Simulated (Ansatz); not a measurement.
From the elastic tensor of Al$_{2}$Cu at 7 GPa (stress–strain coefficients) to moduli and sound speeds

These are results of DFT PBEsol, scalar-relativistic, plane waves, PAW in Ansatz 0.2.0, not measurements. Settings: 420 eV plane-wave cutoff, Γ-centred 14×14×14 mesh, Fermi-Dirac smearing of 0.15 eV. No spin polarisation.

It takes space group Fm-3m (No. 225, cubic). Conventional cell: a = 5.616 Å, b = 5.616 Å, c = 5.616 Å, α = 90.00°, β = 90.00°, γ = 90.00°. Al (site symmetry -43m) has 4 Cu at 2.43 Å as nearest neighbours. Cu (site symmetry m-3m) has 8 Al at 2.43 Å as nearest neighbours.

In a metal, frequencies and elastic constants depend on the k mesh and the smearing, soft modes and shear constants most. Other phases may be more stable at this pressure.

Relaxed-ion constants (GPa, on the Cartesian axes of the calculation):
```
225.8  81.3  94.8   0.0   0.0   0.0
 81.3 225.8  94.8   0.0   0.0   0.0
 94.8  94.8 212.3   0.0   0.0   0.0
  0.0   0.0   0.0  72.3   0.0   0.0
  0.0   0.0   0.0   0.0  72.3   0.0
  0.0   0.0   0.0   0.0   0.0  58.8
```

Density 4.406 g/cm³; 3 atoms in 44.29 Å³.

The values that follow are for a polycrystal of randomly turned grains, by Hill's mean where one number stands.

With S = C⁻¹: B_V = (C11+C22+C33+2(C12+C13+C23))/9, G_V = (C11+C22+C33−C12−C13−C23+3(C44+C55+C66))/15, 1/B_R = S11+S22+S33+2(S12+S13+S23), 15/G_R = 4(S11+S22+S33−S12−S13−S23)+3(S44+S55+S66); Hill is their mean. Then v_l = √((B+4G/3)/ρ), v_t = √(G/ρ), v_m = [(2/v_t³+1/v_l³)/3]^(−1/3) and Θ = (ħ/k_B)·v_m·(6π²n/V)^(1/3) for n atoms in the volume V; E = 9BG/(3B+G), ν = (3B−2G)/(2(3B+G)) and A^U = 5G_V/G_R + B_V/B_R − 6.

```
Bulk modulus, Voigt / Reuss / Hill          : 133.9 / 133.9 / 133.9 GPa
Shear modulus, Voigt / Reuss / Hill         : 66.9 / 66.2 / 66.5 GPa
Young's modulus                             : 171 GPa
Poisson ratio                               : 0.287
Pugh ratio B/G                              : 2.01
Universal anisotropy index                  : 0.05
Longitudinal and transverse sound speeds    : 7109 and 3886 m/s
Debye temperature from the mean sound speed : 526 K
```

Whether Al2Cu exists in this form wasn't checked.

Cost: 1 run of about 3.9 core-minutes, on Intel Xeon Platinum 8375C (Ice Lake) (shared hosts).